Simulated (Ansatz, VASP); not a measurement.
# AlN: VASP beside Ansatz, part 2 of 2

Wanted: the spread between two codes on one cell, functional and k mesh. The cell is taken from a series of VASP runs on this material, whose earlier steps may have relaxed, scaled or displaced it; both programs get it as it stands.

VASP 6.6.1 and Ansatz 0.2.0.

So far: The starting structure; VASP: band structure, PBE0.

## Step 3: Ansatz: band structure, PBE0

Level of this step: Ansatz beside VASP: Kohn-Sham DFT, plane waves, PBE0 (Ansatz).

Ansatz runs on its default PAW (the set named soft_2) files.

The same cell, functional, mesh and smearing now go to Ansatz, which takes its cutoff from its data sets.

input.yaml

```yaml
crystal:
  lattice:
    - [3.111, 0.0, 0.0]
    - [-1.5555, 2.6942050312, 0.0]
    - [0.0, 0.0, 4.978]
  atoms:
    - { symbol: Al, position: [0.6666666667, 0.3333333333, 0.5] }
    - { symbol: Al, position: [0.3333333333, 0.6666666667, 0.0] }
    - { symbol: "N", position: [0.6666666667, 0.3333333333, 0.885] }
    - { symbol: "N", position: [0.3333333333, 0.6666666667, 0.385] }
hamiltonian:
  xc: pbe0
  pseudopotentials: { kind: paw }
kpoints:
  mp_grid: { grid: [5, 5, 3] }
  band_path:
    path:
      - [0.0, 0.0, 0.0]
      - [0.44444, 0.0, 0.0]
      - [0.38889, 0.22222, 0.0]
      - [0.18519, 0.18519, 0.0]
      - [0.0, 0.0, 0.11111]
      - [0.0, 0.0, 0.5]
      - [0.44444, 0.0, 0.5]
      - [0.38889, 0.22222, 0.5]
      - [0.18519, 0.18519, 0.5]
      - [0.5, 0.0, 0.38889]
      - [0.33333, 0.33333, 0.0]
      - [0.33333, 0.33333, 0.5]
    npoints: 1
scf:
  occupations: { method: gaussian, width: 0.03 }
  n_extra_bands: 8
output:
  forces: true
  stress: true
  eigenvalues: true
```

Started as:

```console
ansatz run input.yaml --threads 4 --pin off --max-ram 9216MiB --backend cpu --events-out ev --progress --plain --runs-dir out
```

Numbers of over 12 decimals in the logs are rounded to 6 here.

Output:

```text
Warning: output.stress: scf.convergence.dr2_threshold = 1e-7 eV (the SCF's general default) is looser than the 4e-10 eV advised for a printed stress (1e-10 eV for each atom of the cell: 4). What an SCF threshold leaves in a stress goes as its square root, and in the free energy as the threshold itself, and one threshold admits the most on a small cell: [figures from the program's tests cut] Set scf.convergence.dr2_threshold to 4e-10 eV or tighter. The threshold is an SCF's pass mark: one that does not reach it within its budget of iterations ends unconverged, or closes short of it on a stop that the run arms, and scf.convergence.dr2_threshold's page says what that costs each kind of run
Warning: output.stress: scf.exx.energy_threshold = 1e-6 eV is looser than the 4e-8 eV advised for a stress under a hybrid functional (1e-8 eV for each atom of the cell: 4). Every SCF of the exchange loop can meet its threshold on dr2 while the loop round them stops early: no threshold on dr2 bounds what that leaves in the stress. Set scf.exx.energy_threshold to 4e-8 eV or tighter. The threshold is the loop's pass mark: a loop that does not reach it within its budget of cycles ends unconverged, and scf.exx.energy_threshold's page has the law
scf.n_extra_bands = 8 over 8 filled bands (N_el = 16.0): the run solves 16 bands
Engine: ansatz 0.2.0, x86_64-unknown-linux-gnu
Pseudopotentials: kind: paw
Pseudopotential: Al, paw, valence charge 3, recommended cutoff 420 eV (normal), Al.paw.azcp
Pseudopotential: N, paw, valence charge 5, recommended cutoff 420 eV (normal), N.paw.azcp
Functional definition: PBE0
  parameter a = 0.25
  parameter kappa = 0.804
  parameter beta = 0.066725
  exchange = (1 - a)*pbe_x(kappa = kappa, mu = beta*pi^2/3) + a*exact_x
  correlation = pbe_c(beta = beta)
Crystal: 4 atoms, lattice volume = 41.724 Å³
Basis set: ecut = 420 eV, 809 PW (Γ), exchange–correlation on 48×48×72 points (8 copies of the dense FFT grid, shifted against one another)
Bands: 16, of which v1, the nominal top of the filled ones, is band 8 counted from 1 (7 counted from 0)
Symmetry: 12 space group operations
Space group: P63mc (ITA 186), of the structure as read, at distance tolerance 3.5e-5 Å
k-points: 10 of 75 (time reversal used)
Non-local potential: Al, projectors of the file, l = 0: 2, l = 1: 2, l = 2: 1
Non-local potential: N, projectors of the file, l = 0: 2, l = 1: 2, l = 2: 1
PAW form: soft (Blöchl's): semilocal exchange-correlation on the pseudo side does not see the compensation charge
PAW frozen core: Al, regenerated for the run's functional, and the local potential with it (the file was generated under x = pbe(κ = 0.804, μ = 0.219515), c = pbe(β = 0.066725))
PAW frozen core: N, regenerated for the run's functional, and the local potential with it (the file was generated under x = pbe(κ = 0.804, μ = 0.219515), c = pbe(β = 0.066725))
PAW one-centre angular grid: Al, 110 points (default); XC on 64 Gauss nodes
PAW one-centre angular grid: N, 110 points (default); XC on 64 Gauss nodes
Initial density: superposition of atomic densities (neutral atoms: chi_scale 0, normalization atom), corrected by the library's trained network
Initial wavefunctions: pseudopotential atomic-orbital guess
Functional: x = pbe(κ = 0.804, μ = 0.219515), c = pbe(β = 0.066725), warm-up for x = 0.75 pbe(κ = 0.804, μ = 0.219515) + 0.25 exact, c = pbe(β = 0.066725)
SCF iter   1: F=—  HF=-1848.477489 eV  |F-HF|=—  |Δ(HF+E_count)|=         —  Δρ=8.08e-4  dr2=1.10e-4  ethr=1.77e-3  ⟨swp⟩=2.0  Hψ=1140  notcnv=0
preconditioner: auto → none  [insulator: Δε(μ)=4.151 eV  Ē_g=15.393 eV  σ=0.030 eV  W_gap=1.00  n_scr=2 (ndim 8)  ℏωp=23.0 eV  f_vac=0.000  D(μ)=0.00/eV (n_scr^D=0)]
SCF iter   2: F=-1848.477751 eV  HF=-1848.477681 eV  |F-HF|=7.00e-5  |Δ(HF+E_count)|=   1.92e-4  Δρ=3.97e-4  dr2=2.18e-5  ethr=6.86e-7  ⟨swp⟩=4.4  Hψ=348  notcnv=0  defer=4
SCF 1 stopped early in 2 iterations: F = -1848.477751 eV  dr2 = 2.18e-5
  greatest PAW one-centre occupation: 0.788 electrons in one spin orbital (limit 2), on the N atom at site 3 (counted from 0), in its partial waves of l = 0
Initial density: handed on by an earlier stage of this run
Initial wavefunctions: those handed on with the density
Functional: x = 0.75 pbe(κ = 0.804, μ = 0.219515) + 0.25 exact, c = pbe(β = 0.066725)
Frozen-core exchange: fock
SCF iter   1: F=—  HF=-1849.879880 eV  |F-HF|=—  |Δ(HF+E_count)|=         —  Δρ=5.99e-3  dr2=7.37e-3  ethr=1.37e-6  ⟨swp⟩=7.8  Hψ=883  notcnv=0
preconditioner: auto → none  [insulator: Δε(μ)=6.190 eV  Ē_g=18.326 eV  σ=0.030 eV  W_gap=1.00  n_scr=2 (ndim 8)  ℏωp=23.0 eV  f_vac=0.000  D(μ)=0.00/eV (n_scr^D=0)]
SCF iter   2: F=—  HF=-1849.877210 eV  |F-HF|=—  |Δ(HF+E_count)|=   2.67e-3  Δρ=2.81e-3  dr2=2.06e-3  ethr=1.37e-6  ⟨swp⟩=3.1  Hψ=365  notcnv=0
SCF iter   3: F=—  HF=-1849.876565 eV  |F-HF|=—  |Δ(HF+E_count)|=   6.45e-4  Δρ=2.92e-4  dr2=9.39e-4  ethr=1.37e-6  ⟨swp⟩=3.1  Hψ=366  notcnv=0
SCF iter   4: F=—  HF=-1849.883232 eV  |F-HF|=—  |Δ(HF+E_count)|=   6.67e-3  Δρ=6.10e-4  dr2=1.71e-4  ethr=2.18e-7  ⟨swp⟩=4.1  Hψ=485  notcnv=0
iter 5 solved again at ethr=1.68e-8 eV; its pass at ethr=2.18e-7 eV (dr2=2.69e-6 eV) is discarded
SCF iter   5: F=—  HF=-1849.883195 eV  |F-HF|=—  |Δ(HF+E_count)|=   3.75e-5  Δρ=1.07e-4  dr2=1.70e-5  ethr=1.68e-8  ⟨swp⟩=2.7  Hψ=593  notcnv=0
SCF iter   6: F=-1849.883296 eV  HF=-1849.883296 eV  |F-HF|=7.55e-8  |Δ(HF+E_count)|=   1.01e-4  Δρ=7.65e-5  dr2=2.38e-6  ethr=1.68e-8  ⟨swp⟩=4.0  Hψ=405  notcnv=0
SCF 2 stopped early in 6 iterations: F = -1849.883296 eV  dr2 = 2.38e-6
  Residual-converged pass: ⟨swp⟩=3.0  Hψ=315  notcnv=0  max |occ|·‖R‖ = 6.0e-6 eV (tolerance 6.7e-6 eV)  dr2=2.38e-6  dr2_onsite=7.34e-8  max |Δocc| = 0.0e0
hybrid outer 1: dexx = +7.539e-3 eV, tail = 1.29e-5 eV
Frozen-core exchange: fock
SCF iter   1: F=—  HF=-1849.883318 eV  |F-HF|=—  |Δ(HF+E_count)|=         —  Δρ=2.79e-5  dr2=1.20e-7  ethr=4.03e-7  ⟨swp⟩=4.7  Hψ=423  notcnv=0
preconditioner: auto → none  [insulator: Δε(μ)=6.245 eV  Ē_g=18.329 eV  σ=0.030 eV  W_gap=1.00  n_scr=2 (ndim 8)  ℏωp=23.0 eV  f_vac=0.000  D(μ)=0.00/eV (n_scr^D=0)]
SCF iter   2: F=—  HF=-1849.883318 eV  |F-HF|=—  |Δ(HF+E_count)|=   1.27e-7  Δρ=7.59e-6  dr2=8.29e-9  ethr=6.60e-10  ⟨swp⟩=3.9  Hψ=348  notcnv=0
SCF iter   3: F=-1849.883318 eV  HF=-1849.883318 eV  |F-HF|=2.03e-9  |Δ(HF+E_count)|=   6.38e-9  Δρ=3.38e-6  dr2=1.67e-9  ethr=4.99e-11  ⟨swp⟩=3.8  Hψ=355  notcnv=0  defer=8
SCF 3 converged in 3 iterations: F = -1849.883318 eV  dr2 = 1.67e-9
  Residual-converged pass: ⟨swp⟩=3.0  Hψ=320  notcnv=0  max |occ|·‖R‖ = 3.8e-7 eV (tolerance 6.3e-7 eV)  dr2=1.66e-9  dr2_onsite=4.93e-10  max |Δocc| = 0.0e0
hybrid outer 2: dexx = +1.095e-7 eV, tail = 6.82e-9 eV, Δε = 1.91e-3 eV (about 5.96e-5 eV left of the loop's levels), ΔF = 5.69e-4 eV/Å (tail 1.57e-4)
NSCF: frozen V_eff on 12 k-points
hybrid SCF converged: 2 outer / 9 inner (+2 warm-up), last move |dexx| = 1.10e-7 eV, tail = 6.82e-9 eV
Stability not checked: this state was not tested for a lower state beside it, because the functional holds exact exchange (a hybrid, or Hartree-Fock), whose exchange loop this test does not read (fock_operator; see scf.lower_state_search)
Free energy (F): -1849.883318 eV
Frozen-core exchange: fock
Harris-Foulkes:  -1849.883318 eV  (|F-HF|=2.03e-9)
Internal energy: -1849.883318 eV  (E = F + TS)
E sigma→0 (E₀):  -1849.883318 eV
Fermi energy:    9.051012 eV
--- Per-component energies (eV) ---
  E_band       = 1.518721
  E_kinetic    = 320.243183
  E_local      = -447.399021  (includes V_loc(G=0)·N_el)
  E_nonlocal   = 108.487814
  E_hartree    = 156.316228
  E_xc         = -158.013144
  E_vxc        = -167.811566  (∫ρ·V_xc dr)
  E_exx        = -42.501751  (= α·E_x^exact, valence–valence)
  E_paw        = -1194.850823  (= ΣΔE_a)
  E_vpaw       = -39.630449  (= ΣTr[D̂ρ^β])
  E_aug_tail   = 0.000193  (compensation charges beyond the density's cutoff)
  E_ewald      = -592.034960
  E_core_change = -0.131034  (= ΣΔE_core)
  E_smearing   = -0.000000  (= −TS)
  E_closure    = -0.000001  (closes the sum)
  Σ components = -1849.883318   (vs F -1849.883318, Δ=-2.27e-13)
--- Forces (eV/Å), atoms counted from 1 ---
  atom   1  Al     0.00000000     0.00000000     0.18181731
  atom   2  Al     0.00000000    -0.00000000     0.18181731
  atom   3  N      0.00000000    -0.00000000    -0.18184679
  atom   4  N     -0.00000000     0.00000000    -0.18184679
  max |Σ_I F_I| component: 5.90e-5 eV/Å
--- Stress (GPa, compression-positive) ---
       -0.708641       0.000000       0.000000
        0.000000      -0.708641       0.000000
        0.000000       0.000000      -2.548137
  P = ⅓ Tr σ = -1.3218 GPa (-13.218 kbar)
--- Band table (eV; the first three rows and the last of 10) ---
  k-point 0: bands = [... 4 lower, 4.8777, 5.5994, 5.5994, 5.9284, 12.1737, 14.7842, 19.1506, 19.4104, ... 4 higher]
  k-point 1: bands = [... 4 lower, 5.0489, 5.0489, 5.4089, 5.4089, 13.7251, 14.9371, 18.5757, 19.4217, ... 4 higher]
  k-point 2: bands = [... 4 lower, 3.8217, 4.3175, 5.4635, 5.6366, 13.8637, 15.9759, 16.9264, 18.0244, ... 4 higher]
  k-point 9: bands = [... 4 lower, 2.1109, 3.0876, 4.2854, 4.9053, 13.9171, 15.2560, 16.9790, 17.2124, ... 4 higher]
```

It took 10 s on 4 threads of Intel Xeon Platinum 8488C (Sapphire Rapids), shared host; peak memory 0.66 GiB; 30 s of CPU time.

## Step 4: Differences

Known differences besides the potentials themselves: exact exchange at q = 0 is treated differently, which shows on coarse meshes; VASP keeps PBE cores, Ansatz makes them for the functional; the cutoff is 420 eV in Ansatz and 460 eV in VASP; VASP takes a coarser grid for exact exchange (PRECFOCK = Fast). Total energies have different zeros and are not compared.

Both answers:

```
                     quantity  Ansatz   VASP  difference
gap over the path points (eV)   6.245  6.246       0.000
```

Forces (eV/Å; atoms numbered as in POSCAR):

```
atom        Ansatz x, y, z          VASP x, y, z
 Al1   0.000, 0.000, 0.182   0.000, 0.000, 0.186
 Al2   0.000, 0.000, 0.182   0.000, 0.000, 0.186
  N3  0.000, 0.000, -0.182  0.000, 0.000, -0.186
  N4  0.000, 0.000, -0.182  0.000, 0.000, -0.186
```

Levels at points of the path, from each program's valence-band top (eV; 4 filled, then empty):

```
k (reciprocal lattice)                                   Ansatz                                      VASP
     0.000 0.000 0.000   -1.05 -0.33 -0.33 0.00 6.25 8.86 13.22    -1.06 -0.33 -0.33 0.00 6.25 8.84 13.24
     0.444 0.000 0.000  -3.89 -2.35 -1.74 -0.83 7.95 7.99 10.41   -3.91 -2.37 -1.75 -0.84 7.94 8.01 10.40
     0.389 0.222 0.000  -3.81 -3.19 -2.27 -2.13 7.32 9.98 11.52  -3.84 -3.21 -2.28 -2.15 7.33 10.01 11.54
     0.185 0.185 0.000  -4.03 -2.18 -1.27 -0.83 9.19 9.33 10.69   -4.06 -2.19 -1.27 -0.84 9.21 9.33 10.71
     0.000 0.000 0.111  -1.03 -0.35 -0.35 -0.30 6.49 8.89 13.12   -1.04 -0.35 -0.35 -0.30 6.49 8.87 13.14
     0.000 0.000 0.500  -0.70 -0.70 -0.70 -0.70 8.68 8.68 12.75   -0.71 -0.71 -0.71 -0.71 8.68 8.68 12.73
     0.444 0.000 0.500  -1.67 -1.67 -1.55 -1.55 7.43 7.43 11.53   -1.69 -1.69 -1.56 -1.56 7.43 7.43 11.53
     0.389 0.222 0.500  -3.62 -3.62 -0.97 -0.97 8.75 8.75 10.97   -3.64 -3.64 -0.98 -0.98 8.76 8.76 10.98
     0.185 0.185 0.500  -2.30 -2.30 -1.36 -1.36 8.77 8.77 11.86   -2.31 -2.31 -1.37 -1.37 8.77 8.77 11.86
     0.500 0.000 0.389  -2.04 -1.95 -1.43 -1.23 7.03 7.77 11.22   -2.05 -1.96 -1.44 -1.24 7.02 7.77 11.22
```

The forces differ by 2.4 meV/Å r.m.s., which is 2.3 % of the r.m.s. force of 0.11 eV/Å (both taken over all components). Among the levels compared at these points, filled levels agree within 40 meV and empty ones within 41 meV.

## Step 5: Outcome

| Item | Value |
| --- | --- |
| difference in gap over the path points (band structure, PBE0) | -5.0e-4 eV |

The difference in gap over the path points is -5.0e-4 eV (band structure, PBE0), within the 0.08 eV picked in this series as the mark of a large difference. How closely two codes agree says nothing of how well the functional describes the real material.

[Lines on the potential files, build, host, timing and source positions are cut from VASP's logs without a mark.]

[Logs are printed without paths, hosts, clocks, repeated set-up lines and the standing remarks that a program may print on its own settings, such as how far it seeks lower states.]

[Hosts, paths, dates, database ids (printed as entryN), source tags and the programs' standing remarks are cut or masked in the printed files.]
